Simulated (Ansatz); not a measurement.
Here is an Ansatz 0.2.0 calculation.

Contents of input.yaml:

```yaml
crystal:
  lattice:
    - [3.179064, 0.0, 0.0]
    - [0.0, 3.179064, 0.0]
    - [0.0, 0.0, 3.179064]
  atoms:
    - { symbol: Ti, position: [0.0, 0.0, 0.0] }
    - { symbol: Al, position: [0.5, 0.5, 0.5] }
hamiltonian:
  xc: pbe
  pseudopotentials: { kind: paw }
  dispersion: d3bj
kpoints:
  mp_grid: { grid: [8, 8, 8] }
scf:
  occupations: { method: fermi_dirac, width: 0.05 }
output:
  forces: true
  stress: true
  eigenvalues: true
  write_density: true
  write_potential: true
  elf: true
  volumetric_format: npy
relax:
  f_tol: 0.01
  max_steps: 40
  cell: { stress_tol: 0.05 }
```

Potentials or basis: Ansatz PAW.

Launch:

```bash
$ ansatz run input.yaml --threads 2 --pin off --max-ram 5632MiB --backend cpu --events-out ev --progress --plain --runs-dir out
```

(1) Predict the relaxed volume.

(2) What does it give for the relaxed cell?

(3) Predict the space group after relaxing (to 0.05 Å).

Results:

(1) 15.48 Å³/atom.

(2) a = 3.140 Å, b = 3.140 Å, c = 3.140 Å, α = 90.00°, β = 90.00°, γ = 90.00°.

(3) Pm-3m (No. 221).

Caveat: pairwise dispersion overbinds metals, which lowers pressure and volume.
